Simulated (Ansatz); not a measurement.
Bands of Br

```
Br
1.0
     0.00000    2.36166    2.36166
     2.36166    0.00000    2.36166
     2.36166    2.36166    0.00000
Br
1
Direct
  0.00000 0.00000 0.00000
```

The cell was built from the fcc type and relaxed in the same program, and has space group Fm-3m; it needn't be a known or the stable phase.

These are results of DFT, PBE, all-electron LAPW, scalar-relativistic (Ansatz 0.2.0), not measurements.

Numerical set-up: a Γ-centred 16×16×16 k mesh, Fermi–Dirac smearing of 0.03 eV, basis error target 0.25 meV/atom, no spin polarisation.

Points in fractions of the reciprocal vectors of this cell: Γ (0, 0, 0), X (0.5, 0, 0.5), U (0.625, 0.25, 0.625), K (0.375, 0.375, 0.75), L (0.5, 0.5, 0.5), W (0.5, 0.25, 0.75). The path joins them by straight lines in the order Γ–X–U–K–Γ–L–W–X; legs that retrace an earlier one aren't tabulated. Energies are in eV from the Fermi level.

Task: Is there a gap?

Result: none: with an odd electron count and no spin polarisation the bands can't all be full, a metal in this set-up (spin order or a larger cell could open a gap).

Task: List the levels between -5 and 5 eV at the symmetry points.

Result: 
Γ: 0.87 (×3)
X: -4.01, -1.07 (×2)
U: -3.40, -2.61, -0.67
K: -3.40, -2.61, -0.67
L: -4.51, 0.23 (×2)
W: -2.84 (×2), -1.56
